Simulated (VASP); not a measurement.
**VASP 6.6.1, PBE single-point calculation, TiS2 (strained measured structure)**

INCAR

```
LASPH = .TRUE.
IBRION = -1
NSW = 0
NELM = 120
EDIFF = 1E-7
GGA = PE
LWAVE = .FALSE.
ISIF = 2
LCHARG = .TRUE.
ISMEAR = -1
ENCUT = 520
LELF = .TRUE.
NBANDS = 19
PREC = Accurate
SIGMA = 0.02
LREAL = .FALSE.
```

KPOINTS

```
KPOINTS created by Atomic Simulation Environment
0
Gamma
12 12 4
0 0 0
```

KPOINTS_OPT

```
special points
7
Reciprocal
0.0000000000 0.0000000000 0.0000000000 1
0.5000000000 0.0000000000 0.0000000000 1
0.3333333333 0.3333333333 0.0000000000 1
0.0000000000 0.0000000000 0.5000000000 1
0.5000000000 0.0000000000 0.5000000000 1
0.3333333333 0.3333333333 0.5000000000 1
0.0000000000 0.5000000000 0.5000000000 1
```

POSCAR

```
Ti S
 1.0000000000000000
     3.2226295366105808    0.0000000000000000    0.0000000000000000
    -1.6113147683052904    2.7908790456908368    0.0000000000000000
     0.0000000000000000    0.0000000000000000    5.4238229475999997
 Ti  S
   1   2
Cartesian
 -0.0000000000000000 -0.0000000000000000 -0.0000000000000000
  0.0000000000000001  1.8605860304605577  1.4592552265498651
  1.6113147683052904  0.9302930152302789  3.9645677210501353
```

VASP ran with the recommended PBE PAW datasets (24 valence electrons in the cell).

Command

```
mpirun -np 1 vasp_std
```

OSZICAR

```
N       E                     dE             d eps       ncg     rms          rms(c)
DAV:   1     0.213666210037E+03    0.21367E+03   -0.11874E+04  2622   0.131E+03
DAV:   2    -0.205432431051E+01   -0.21572E+03   -0.20820E+03  2738   0.348E+02
DAV:   3    -0.219122861695E+02   -0.19858E+02   -0.19280E+02  3709   0.997E+01
DAV:   4    -0.226536033662E+02   -0.74132E+00   -0.73900E+00  3447   0.178E+01
DAV:   5    -0.226776379211E+02   -0.24035E-01   -0.24024E-01  3754   0.305E+00    0.163E+01
DAV:   6    -0.206274827752E+02    0.20502E+01   -0.26438E+01  3075   0.429E+01    0.103E+01
DAV:   7    -0.198102589070E+02    0.81722E+00   -0.13242E+01  3239   0.268E+01    0.647E+00
DAV:   8    -0.196567851104E+02    0.15347E+00   -0.21980E+00  3167   0.120E+01    0.235E+00
DAV:   9    -0.196211764095E+02    0.35609E-01   -0.32536E-01  3247   0.464E+00    0.731E-01
DAV:  10    -0.196219172961E+02   -0.74089E-03   -0.13753E-02  2984   0.945E-01    0.281E-01
DAV:  11    -0.196223777488E+02   -0.46045E-03   -0.36828E-03  3693   0.425E-01    0.240E-01
DAV:  12    -0.196218272674E+02    0.55048E-03   -0.14579E-03  3443   0.281E-01    0.906E-02
DAV:  13    -0.196217986715E+02    0.28596E-04   -0.27689E-04  3316   0.127E-01    0.259E-02
DAV:  14    -0.196217936844E+02    0.49871E-05   -0.27084E-05  3260   0.327E-02    0.160E-02
DAV:  15    -0.196217940981E+02   -0.41376E-06   -0.14588E-06  3181   0.772E-03    0.275E-03
DAV:  16    -0.196217943787E+02   -0.28060E-06   -0.56477E-07  3379   0.474E-03    0.348E-03
DAV:  17    -0.196217943791E+02   -0.36061E-09   -0.18426E-07  2173   0.368E-03
   1 F= -.19621794E+02 E0= -.19621243E+02  d E =-.110375E-02
       N       E                     dE             ncg
DAV:   1     0.246836617893E+04   -0.49316E+04      266
DAV:   2     0.978537332135E+03   -0.14898E+04      269
DAV:   3     0.844555154966E+03   -0.13398E+03      408
DAV:   4     0.839860717226E+03   -0.46944E+01      323
DAV:   5     0.839661169352E+03   -0.19955E+00      393
DAV:   6     0.839658726289E+03   -0.24431E-02      345
DAV:   7     0.839658672995E+03   -0.53294E-04      393
DAV:   8     0.839658671355E+03   -0.16406E-05      326
DAV:   9     0.839658671264E+03   -0.90346E-07      241
```

From OUTCAR

```
k-points           NKPTS =     69   k-points in BZ     NKDIM =     69   number of bands    NBANDS=     19

   NELECT =      24.0000    total number of electrons

   dimension x,y,z NGX =    24 NGY =   24 NGZ =   40
   dimension x,y,z NGXF=    48 NGYF=   48 NGZF=   80

  energy-cutoff  :      520.00
  volume of cell :       48.78
      direct lattice vectors                 reciprocal lattice vectors
     3.222629537  0.000000000  0.000000000     0.310305603  0.179155023  0.000000000
    -1.611314768  2.790879046  0.000000000     0.000000000  0.358310046  0.000000000
     0.000000000  0.000000000  5.423822948     0.000000000  0.000000000  0.184371800

 k-points in reciprocal lattice and weights: KPOINTS created by Atomic Simulation Env
   0.00000000  0.00000000  0.00000000       0.002
   0.08333333 -0.00000000  0.00000000       0.010
   0.16666667  0.00000000  0.00000000       0.010
   0.25000000  0.00000000  0.00000000       0.010
   0.33333333  0.00000000  0.00000000       0.010
   0.41666667 -0.00000000  0.00000000       0.010
   0.50000000  0.00000000  0.00000000       0.005
   0.08333333  0.08333333  0.00000000       0.010
   ...

 E-fermi :   7.3465

 k-point     1 :       0.0000    0.0000    0.0000
  band No.  band energies     occupation
      1     -49.8456      2.00000
      2     -26.1203      2.00000
      3     -26.0269      2.00000
      4     -26.0269      2.00000
      5      -7.2304      2.00000
      6      -5.0346      2.00000
      7       1.0485      2.00000
      8       4.7641      2.00000
      9       4.7641      2.00000
     10       7.6247      0.00000
     11       7.8681      0.00000
     12       7.8681      0.00000
     13       8.0846      0.00000
     14       8.1154      0.00000
     15       8.1154      0.00000
     16      11.0292      0.00000
     17      11.0292      0.00000
     18      13.7666      0.00000
     19      15.5631      0.00000

 k-point     2 :       0.0833   -0.0000    0.0000
  band No.  band energies     occupation
      1     -49.8438      2.00000
      2     -26.1169      2.00000
      3     -26.0431      2.00000
      4     -26.0305      2.00000
      5      -7.1280      2.00000
      6      -5.0074      2.00000
      7       1.1706      2.00000
      8       4.5537      2.00000
      9       4.7936      2.00000
     10       6.9643      2.00000
     11       7.3236      1.51608
     12       7.5648      0.00004
     13       8.0553      0.00000
     14       8.5466      0.00000
     15       8.5952      0.00000
     16      10.9289      0.00000
     17      11.0281      0.00000
     18      14.3287      0.00000
     19      15.9449      0.00000

 k-point     3 :       0.1667    0.0000    0.0000
  band No.  band energies     occupation
      1     -49.8390      2.00000
      2     -26.1077      2.00000
      3     -26.0869      2.00000
      4     -26.0403      2.00000
      5      -6.8315      2.00000
      6      -4.9331      2.00000
      7       1.5229      2.00000
      8       4.0762      2.00000
      9       4.8602      2.00000
     10       5.6161      2.00000
     11       6.7251      2.00000
     12       7.1716      1.99968
     13       7.9290      0.00000
     14       8.8809      0.00000
     15       8.9863      0.00000
     16      11.0562      0.00000
     17      11.1120      0.00000
     18      15.1952      0.00000
     19      16.6139      0.00000

 k-point     4 :       0.2500    0.0000    0.0000
  band No.  band energies     occupation
      1     -49.8325      2.00000
      2     -26.1467      2.00000
      3     -26.0946      2.00000
      4     -26.0536      2.00000
      5      -6.3755      2.00000
      6      -4.8342      2.00000
      7       2.0594      2.00000
      8       3.4859      2.00000
      9       4.3127      2.00000
     10       4.9060      2.00000
     11       6.2582      2.00000
     12       6.4008      2.00000
     13       7.7621      0.00000
     14       9.1785      0.00000
     15       9.2222      0.00000
     16      11.3391      0.00000
     17      11.4747      0.00000
     18      15.2599      0.00000
     19      16.3228      0.00000

 k-point     5 :       0.3333    0.0000    0.0000
  band No.  band energies     occupation
      1     -49.8260      2.00000
      2     -26.2055      2.00000
      3     -26.0819      2.00000
      4     -26.0669      2.00000
      5      -5.8258      2.00000
      6      -4.7511      2.00000
      7       2.5776      2.00000
      8       2.6800      2.00000
      9       3.6549      2.00000
     10       4.8793      2.00000
     11       5.5215      2.00000
     12       5.9719      2.00000
     13       7.6091      0.00000
     14       9.3044      0.00000
     15       9.5900      0.00000
     16      11.5945      0.00000
     17      11.7313      0.00000
     18      15.0205      0.00000
     19      15.4459      0.00000

 k-point     6 :       0.4167   -0.0000    0.0000
  band No.  band energies     occupation
      1     -49.8212      2.00000
      2     -26.2481      2.00000
      3     -26.0767      2.00000
      4     -26.0725      2.00000
      5      -5.2920      2.00000
      6      -4.7476      2.00000
      7       1.7148      2.00000
      8       3.1288      2.00000
      9       3.6614      2.00000
     10       4.7385      2.00000
     11       4.8080      2.00000
     12       5.8418      2.00000
     13       7.5051      0.00072
     14       9.4228      0.00000
     15       9.8935      0.00000
     16      11.5861      0.00000
     17      11.7706      0.00000
     18      14.6026      0.00000
     19      15.2809      0.00000

 k-point     7 :       0.5000    0.0000    0.0000
  band No.  band energies     occupation
      1     -49.8194      2.00000
      2     -26.2637      2.00000
      3     -26.0802      2.00000
      4     -26.0691      2.00000
      5      -4.9216      2.00000
      6      -4.8985      2.00000
      7       1.3776      2.00000
      8       3.2128      2.00000
      9       4.0630      2.00000
     10       4.1796      2.00000
     11       4.7723      2.00000
     12       5.8067      2.00000
     13       7.4686      0.00445
     14       9.4773      0.00000
     15      10.0076      0.00000
     16      11.4464      0.00000
     17      11.8311      0.00000
     18      14.3883      0.00000
     19      15.3024      0.00000

 k-point     8 :       0.0833    0.0833    0.0000
  band No.  band energies     occupation
      1     -49.8406      2.00000
      2     -26.1106      2.00000
      3     -26.0723      2.00000
      4     -26.0380      2.00000
      5      -6.9285      2.00000
      6      -4.9565      2.00000
      7       1.4080      2.00000
      8       4.2287      2.00000
      9       4.8214      2.00000
     10       6.1260      2.00000
     11       6.6212      2.00000
     12       7.3719      0.43882
     13       8.0692      0.00000
     14       8.8082      0.00000
     15       8.8912      0.00000
     16      10.9198      0.00000
     17      11.0884      0.00000
     18      15.1295      0.00000
     19      16.5036      0.00000

 k-point     9 :       0.1667    0.0833    0.0000
  band No.  band energies     occupation
      1     -49.8349      2.00000
      2     -26.1219      2.00000
      3     -26.0995      2.00000
      4     -26.0517      2.00000
      5      -6.5515      2.00000
      6      -4.8687      2.00000
      7       1.8541      2.00000
      8       3.7609      2.00000
      9       4.7196      2.00000
     10       4.9894      2.00000
     11       5.9872      2.00000
     12       6.8404      2.00000
     13       8.0092      0.00000
     14       9.0387      0.00000
     15       9.2259      0.00000
     16      10.8506      0.00000
     17      11.5448      0.00000
     18      15.7666      0.00000
     19      16.7526      0.00000

 k-point    10 :       0.2500    0.0833    0.0000
  band No.  band energies     occupation
      1     -49.8283      2.00000
      2     -26.1785      2.00000
      3     -26.0869      2.00000
      4     -26.0674      2.00000
      5      -6.0462      2.00000
      6      -4.7736      2.00000
      7       2.4368      2.00000
      8       3.1126      2.00000
      9       3.8200      2.00000
     10       4.7840      2.00000
     11       5.5682      2.00000
     12       6.0863      2.00000
     13       7.9579      0.00000
     14       9.1950      0.00000
     15       9.5251      0.00000
     16      11.0005      0.00000
     17      11.9311      0.00000
     18      15.5801      0.00000
     19      16.0438      0.00000

 ...

  Total        4.3287153      4.3287153      2.7981051      0.0000000      0.0000000      0.0000000
  in kB      142.1715512    142.1715512     91.9004649      0.0000000      0.0000000      0.0000000
  external PRESSURE =     125.4145225 kB  Pullay stress =       0.0000000 kB

 POSITION                                       TOTAL-FORCE (eV/Angst)
 -----------------------------------------------------------------------------------
      0.00000      0.00000      0.00000        -0.000000      0.000000      0.000000
      0.00000      1.86059      1.45926        -0.000000     -0.000000      0.237829
      1.61131      0.93029      3.96457         0.000000      0.000000     -0.237829
 -----------------------------------------------------------------------------------
    total drift:                               -0.000000     -0.000000     -0.000000

  FREE ENERGIE OF THE ION-ELECTRON SYSTEM (eV)
  ---------------------------------------------------
  free  energy   TOTEN  =       -19.6217943791 eV

  energy  without entropy=      -19.6206906263  energy(sigma->0) =      -19.62124250
```

| Property | Result |
| --- | --- |
| gap between bands v and c | -0.86 eV (bands overlap: a metal) |
| least direct gap | 0.22 eV |
| pressure | 12.5 GPa |
| largest force | 0.24 eV/Å |

Band v is the last that the valence electrons fill when counted band by band, and c is the next.

The run took about 38 s on one core of a shared host (Intel Xeon Platinum 8488C) and held 0.23 GiB at most.
